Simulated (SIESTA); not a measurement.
# Be2C under changes of volume

One of the cells (6.901 Å³/atom); the others are scaled copies at fixed shape and fractional positions:

```xyz
3
Lattice="0.0000 2.1793 2.1793 2.1793 0.0000 2.1793 2.1793 2.1793 0.0000" Properties=species:S:1:pos:R:3 pbc="T T T"
C     0.0000    0.0000    0.0000
Be    3.2690    3.2690    3.2690
Be    1.0897    1.0897    1.0897
```

```yaml
Program: SIESTA 5.4.2
Functional: PBE
Potentials_or_basis: PseudoDojo 0.4 standard (PBE files)
Basis: DZP (energy shift 0.003 Ry; two zetas on semicore shells)
Grid_cutoff: 800 Ry
Energy_shift: 0.003 Ry
k_mesh: 11 × 11 × 11
Occupations: fermi-dirac, width 0.05 eV
Spin: no spin polarisation
```

| volume (Å³/atom) | energy over the lowest point (meV/atom) | pressure (GPa) | gap on the mesh (eV) |
| --- | --- | --- | --- |
| 6.359 | ? | ? | ? |
| 6.495 | 10.94 | 10.9 | 1.05 |
| 6.630 | 4.42 | 5.1 | 1.07 |
| 6.901 | 0.00 | 0.9 | 1.12 |
| 7.036 | 0.54 | -2.6 | 1.14 |
| 7.171 | 4.85 | -7.8 | 1.15 |

Problem. What does the run at 6.359 Å³/atom give?

Solution. Energy over the lowest point 23.35 meV/atom; pressure 18.5 GPa; gap on the mesh 1.03 eV.

Worked out: A Birch-Murnaghan fit of order 3 (a polynomial in V^(-2/3)) to the other rows has its minimum at 6.90 Å³/atom with B0 = V·E''(V) = 152 GPa (rough, since the energies scatter). It gives 19.74 meV/atom at 6.359 Å³/atom, against the run's 23.35, and -dE/dV = 11.9 GPa, against 18.5. A straight line through the other rows of the gap, of slope 1.06 eV per unit of ln V, extrapolates to 1.03 eV, against the run's 1.03.

Energies are extrapolated to zero smearing.

Caveats: short orbitals over semicore shells can move pressures by several GPa; an odd mesh through Γ misses points on the zone boundary, where band edges often lie; the basis of atomic orbitals isn't converged, which shifts pressures, moduli and gaps.
